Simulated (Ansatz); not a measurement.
## Relaxing CuO in the wurtzite type

First guess:

```yaml
crystal:
  lattice:
    - [3.15886, 0.00000, 0.00000]
    - [-1.57943, 2.73565, 0.00000]
    - [0.00000, 0.00000, 5.14893]
  atoms:
    - { symbol: Cu, position: [0.33333, 0.66667, 0.00000] }
    - { symbol: Cu, position: [0.66667, 0.33333, 0.50000] }
    - { symbol: O, position: [0.33333, 0.66667, 0.37600] }
    - { symbol: O, position: [0.66667, 0.33333, 0.87600] }
```

Theory: DFT, PBE, PAW with Ansatz's default frozen-core files, scalar-relativistic in Ansatz 0.2.0.

Cell and atoms relax within the symmetry of the start on a 13×13×7 k mesh with 0.05 eV Fermi–Dirac smearing.

The start is built from a prototype, known or not as a phase of this compound; the cutoff is 420 eV.

Without spin polarisation or U, such a compound can come out metallic where the real one is a magnetic insulator.

Problem. What is the pressure of the first guess?

Solution. 6.69 GPa.

Problem. What does it relax to?

Solution. a = 3.148 Å, b = 3.148 Å, c = 5.386 Å, α = 90.00°, β = 90.00°, γ = 120.00° (conventional cell), 11.56 Å³ per atom:
```xyz
4
Lattice="3.1479 0.0000 0.0000 -1.5740 2.7262 0.0000 0.0000 0.0000 5.3860" Properties=species:S:1:pos:R:3 pbc="T T T"
Cu    0.0000    1.8175    0.0475
Cu    1.5740    0.9087    2.7405
O     0.0000    1.8175    1.9776
O     1.5740    0.9087    4.6706
```

Problem. How much energy does the relaxation release?

Solution. 16 meV/atom.
